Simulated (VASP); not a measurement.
## Ge in VASP 6.6.1, single-point calculation

INCAR

```
EDIFF = 1E-7
LREAL = .FALSE.
NBANDS = 21
NSW = 0
ALGO = Conjugate
IBRION = -1
SIGMA = 0.02
LWAVE = .FALSE.
METAGGA = SCAN
LASPH = .TRUE.
ISIF = 2
ENCUT = 520
LCHARG = .FALSE.
PREC = Accurate
ISMEAR = -1
NELM = 76
```

KPOINTS

```
KPOINTS created by Atomic Simulation Environment
0
Gamma
8 8 8
0 0 0
```

POSCAR

```
Ge
 1.0000000000000000
     0.0000000000000000    2.8368735120999999    2.8368735120999999
     2.8936109823999998    0.0000000000000000    2.8368735120999999
     2.8936109823999998    2.8368735120999999    0.0000000000000000
 Ge
   2
Cartesian
  0.0000000000000000  0.0000000000000000  0.0000000000000000
  1.4468054911999999  1.4184367560500000  1.4184367560500000
```

The recommended PBE PAW datasets give the neutral cell 28 valence electrons.

Command

```
mpirun -np 1 vasp_std
```

OSZICAR

```
N       E                     dE             d eps       ncg     rms           ort
DAV:   1     0.166640274487E+03    0.16664E+03   -0.14631E+04  1239   0.402E+03
DAV:   2    -0.114451647832E+02   -0.17809E+03   -0.17279E+03  1239   0.647E+02
DAV:   3    -0.397360173640E+02   -0.28291E+02   -0.28110E+02  1239   0.149E+02
DAV:   4    -0.406824383592E+02   -0.94642E+00   -0.94604E+00  1239   0.321E+01
DAV:   5    -0.406984473701E+02   -0.16009E-01   -0.16009E-01  1239   0.462E+00
SDA:   6    -0.380374261567E+02    0.26610E+01   -0.16009E-01  1239   0.215E+00   0.000E+00
CGA:   7    -0.380738394806E+02   -0.36413E-01   -0.36405E-01  1239   0.730E-01  -0.396E-03
CGA:   8    -0.380919443225E+02   -0.18105E-01   -0.17963E-01  1239   0.921E-02   0.288E-02
CGA:   9    -0.380949603386E+02   -0.30160E-02   -0.29172E-02  1239   0.308E-02   0.953E-03
CGA:  10    -0.380958068338E+02   -0.84650E-03   -0.83999E-03  1239   0.118E-02   0.185E-03
...
 trl  20    -0.380961566963E+02    0.18467E-06   -0.56107E-05  1239   0.730E-05   0.674E-05
SDA:  21    -0.380961565743E+02    0.30661E-06   -0.56107E-05  1239   0.573E-05   0.646E-05
 trl  22    -0.380961563513E+02    0.22301E-06   -0.44830E-05  1239   0.573E-05   0.536E-05
SDA:  23    -0.380961562229E+02    0.35140E-06   -0.44830E-05  1239   0.469E-05   0.518E-05
 trl  24    -0.380961560004E+02    0.22257E-06   -0.37309E-05  1239   0.469E-05   0.444E-05
SDA:  25    -0.380961558796E+02    0.34337E-06   -0.37309E-05  1239   0.396E-05   0.431E-05
 trl  26    -0.380961556723E+02    0.20722E-06   -0.32028E-05  1239   0.396E-05   0.378E-05
SDA:  27    -0.380961555625E+02    0.31705E-06   -0.32028E-05  1239   0.343E-05   0.369E-05
SDA:  28    -0.380961555626E+02   -0.63665E-10   -0.11119E-09  1239   0.344E-05   0.343E-05
   1 F= -.38096156E+02 E0= -.38096101E+02  d E =-.109403E-03
```

From OUTCAR

```
k-points           NKPTS =     59   k-points in BZ     NKDIM =     59   number of bands    NBANDS=     21

   NELECT =      28.0000    total number of electrons

   dimension x,y,z NGX =    30 NGY =   30 NGZ =   30
   dimension x,y,z NGXF=    60 NGYF=   60 NGZF=   60

  energy-cutoff  :      520.00
  volume of cell :       46.57
      direct lattice vectors                 reciprocal lattice vectors
     0.000000000  2.836873512  2.836873512    -0.172794478  0.176250368  0.176250368
     2.893610982  0.000000000  2.836873512     0.172794478 -0.176250368  0.176250368
     2.893610982  2.836873512  0.000000000     0.172794478  0.176250368 -0.176250368

 k-points in reciprocal lattice and weights: KPOINTS created by Atomic Simulation Env
   0.00000000  0.00000000  0.00000000       0.002
   0.12500000  0.00000000  0.00000000       0.016
   0.25000000  0.00000000  0.00000000       0.016
   0.37500000  0.00000000  0.00000000       0.016
   0.50000000  0.00000000  0.00000000       0.008
   0.12500000  0.12500000  0.00000000       0.008
   0.25000000  0.12500000  0.00000000       0.031
   0.37500000  0.12500000  0.00000000       0.031
   ...

 E-fermi :   4.5170

 k-point     1 :       0.0000    0.0000    0.0000
  band No.  band energies     occupation
      1     -21.0173      2.00000
      2     -21.0172      2.00000
      3     -21.0129      2.00000
      4     -20.9773      2.00000
      5     -20.9756      2.00000
      6     -20.7784      2.00000
      7     -20.7701      2.00000
      8     -20.7700      2.00000
      9     -20.7665      2.00000
     10     -20.7615      2.00000
     11      -8.5584      2.00000
     12       4.3670      1.99944
     13       4.3708      1.99943
     14       4.5291      1.01103
     15       4.5301      0.98817
     16       7.1464      0.00000
     17       7.1470      0.00000
     18       7.2499      0.00000
     19      11.2343      0.00000
     20      14.2305      0.00000
     21      14.6491      0.00000

 k-point     2 :       0.1250    0.0000    0.0000
  band No.  band energies     occupation
      1     -21.0245      2.00000
      2     -21.0217      2.00000
      3     -21.0131      2.00000
      4     -20.9666      2.00000
      5     -20.9655      2.00000
      6     -20.7875      2.00000
      7     -20.7862      2.00000
      8     -20.7747      2.00000
      9     -20.7527      2.00000
     10     -20.7519      2.00000
     11      -8.3658      2.00000
     12       2.0349      2.00000
     13       4.0829      2.00000
     14       4.2028      2.00000
     15       5.5184      0.00000
     16       7.6014      0.00000
     17       7.6417      0.00000
     18       8.0924      0.00000
     19      12.1509      0.00000
     20      13.3575      0.00000
     21      13.6469      0.00000

 ...

  Total       -0.8250759     -0.3178445     -0.3178445      0.0000000      0.0000000      0.0000000
  in kB      -28.3827444    -10.9339029    -10.9339029      0.0000000      0.0000000      0.0000000
  external PRESSURE =     -16.7501834 kB  Pullay stress =       0.0000000 kB

 POSITION                                       TOTAL-FORCE (eV/Angst)
 -----------------------------------------------------------------------------------
      0.00000      0.00000      0.00000        -0.000000      0.000000      0.000000
      1.44681      1.41844      1.41844         0.000000     -0.000000     -0.000000
 -----------------------------------------------------------------------------------
    total drift:                                0.000000     -0.000000      0.000000

  FREE ENERGIE OF THE ION-ELECTRON SYSTEM (eV)
  ---------------------------------------------------
  free  energy   TOTEN  =       -38.0961555626 eV

  energy  without entropy=      -38.0960461596  energy(sigma->0) =      -38.09610086
```

It converged. Results: gap between bands v and c on the k mesh 0.00 eV; least direct gap on the k mesh 0.00 eV; pressure -1.7 GPa. Band v is the last that the valence electrons fill when counted band by band, and c is the next.

For comparison, a separate PBE run of the intended cell, on usual settings and not on those above, gives a gap of 0.00 eV on its mesh and a pressure of 1.5 GPa.

The run above took about 7.8 min on one core of a shared host (Intel Xeon Platinum 8488C) and held 0.25 GiB at most.
